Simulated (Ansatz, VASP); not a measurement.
**One calculation of Ga, two programs**

File INCAR:

```
SYSTEM = Ga
PREC = Accurate
ENCUT = 520
EDIFF = 1E-6
ISMEAR = -1
SIGMA = 0.1
LREAL = .False.
LASPH = .True.
NELM = 60
ALGO = Normal
ISIF = 2
LWAVE = .False.
LCHARG = .False.
GGA = CA
NBANDS = 12
```

File KPOINTS:

```
regular mesh
0
Gamma
  13 13 13
  0 0 0
```

The input POSCAR:

```
Ga
1.0
    2.5893809698      0.0000000000      0.0000000000
    0.0000000000      2.5893809698      0.0000000000
    0.0000000000      0.0000000000      2.5893809698
Ga
1
Direct
    0.0000000000      0.0000000000      0.0000000000
```

Input for Ansatz:

```yaml
crystal:
  lattice:
    - [2.5893809698, 0.0, 0.0]
    - [0.0, 2.5893809698, 0.0]
    - [0.0, 0.0, 2.5893809698]
  atoms:
    - { symbol: Ga, position: [0.0, 0.0, 0.0] }
hamiltonian:
  xc: lda
  pseudopotentials:
    kind: paw
    azcp:
      Ga: "pseudopotentials/Ga.paw.azcp"
basis:
  ecutwfc: 420
  fft_grid_basis: typed
kpoints:
  mp_grid: { grid: [13, 13, 13], shift: [0, 0, 0] }
magnetization:
  spin_polarized: false
scf:
  occupations: { method: fermi_dirac, width: 0.1 }
  lower_state_search: "off"
output:
  stress: true
  write_density: true
  write_potential: true
  elf: true
  volumetric_format: npy
```

Alike in both runs: task single point; functional LDA; k mesh 13 × 13 × 13; occupations fermi-dirac, width 0.1 eV; no spin polarisation.

```csv
,VASP,Ansatz
version,VASP 6.6.1,Ansatz 0.2.0
potentials or method,"VASP PAW LDA potentials, release 64 (Ga_d)","plane waves (420 eV) with PAW, scalar-relativistic"
plane-wave cutoff (eV),520,420
valence electrons in the cell,13,13
```

VASP gave:

```
pressure (GPa) : 2.8
```

Question: Estimate Ansatz's values.

Answer: Pressure (GPa): 3.0.

Ansatz warned: «pseudo_functional_mismatch».
